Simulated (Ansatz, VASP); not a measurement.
This is a calculation of Au for Ansatz 0.2.0.

The input input.yaml:

```yaml
crystal:
  lattice:
    - [3.98195, 0.0, 0.0]
    - [0.0, 3.98195, 0.0]
    - [0.0, 0.0, 3.98195]
  atoms:
    - { symbol: Au, position: [0.5, 0.0, 0.0] }
    - { symbol: Au, position: [0.0, 0.5, 0.0] }
    - { symbol: Au, position: [0.0, 0.0, 0.5] }
hamiltonian:
  xc: pbe
  pseudopotentials: { kind: paw }
kpoints:
  mp_grid: { grid: [7, 7, 7] }
scf:
  occupations: { method: fermi_dirac, width: 0.05 }
output:
  forces: true
  stress: true
  eigenvalues: true
relax:
  f_tol: 0.01
  max_steps: 40
  cell: { stress_tol: 0.05 }
```

Potentials or basis: Ansatz PAW.

Command:

```sh
$ ansatz run input.yaml --threads 2 --pin off --max-ram 5632MiB --backend cpu --events-out ev --progress --plain --runs-dir out
```

Task: Translate it to VASP 6.6.1. Potentials there: VASP PAW PBE potentials, release 64 (Au).

Result: As run (the cutoff follows the program's own potentials):

File INCAR:

```
ALGO     = Fast           # electronic algorithm
EDIFF    = 1E-6           # SCF threshold, eV
EDIFFG   = -0.01          # ionic threshold
ENCUT    = 600            # plane-wave cutoff, eV
GGA      = PE             # functional
IBRION   = 2              # ionic algorithm
ISIF     = 3              # what is computed and relaxed
ISMEAR   = -1             # smearing method
LASPH    = T              # aspherical terms in the spheres
LCHARG   = F              # write CHGCAR
LREAL    = F              # projectors in reciprocal space
LWAVE    = F              # write WAVECAR
NELM     = 80             # most SCF steps
NSW      = 60             # ionic steps
PREC     = Accurate       # precision mode
SIGMA    = 0.05           # smearing width, eV
```

Contents of KPOINTS:

```
k-points
0
Gamma
  7 7 7
```

Contents of POSCAR:

```
Au
1.0
    3.9819500000      0.0000000000      0.0000000000
    0.0000000000      3.9819500000      0.0000000000
    0.0000000000      0.0000000000      3.9819500000
Au
3
Direct
    0.5000000000      0.0000000000      0.0000000000
    0.0000000000      0.5000000000      0.0000000000
    0.0000000000      0.0000000000      0.5000000000
```

Potentials or basis: VASP PAW PBE potentials, release 64 (Au).

Run with:

```bash
$ cat potpaw_PBE.64/Au/POTCAR > POTCAR
$ mpirun -np 1 vasp_std > vasp.out
```

Both were run:

|  | VASP | Ansatz | Ansatz less VASP |
| --- | --- | --- | --- |
| gap on the k mesh at the Fermi level, each at its own relaxed structure (eV) | none | none | - |
| relaxed volume (Å³/atom) | 21.02 | 21.05 | +0.027 |
| relaxed cell length with the largest relative difference (Å) | 3.980 | 3.982 | +0.0017 |

A gap of «none» marks a metal or a gap that the smearing closes. The two sets of potentials don't hold the same shells in valence.

Caveats: the plane-wave basis is chosen anew once the cell has moved, so the energies of steps on either side of that aren't comparable (Ansatz). The runs have no spin-orbit coupling, so splittings on Au are missing.
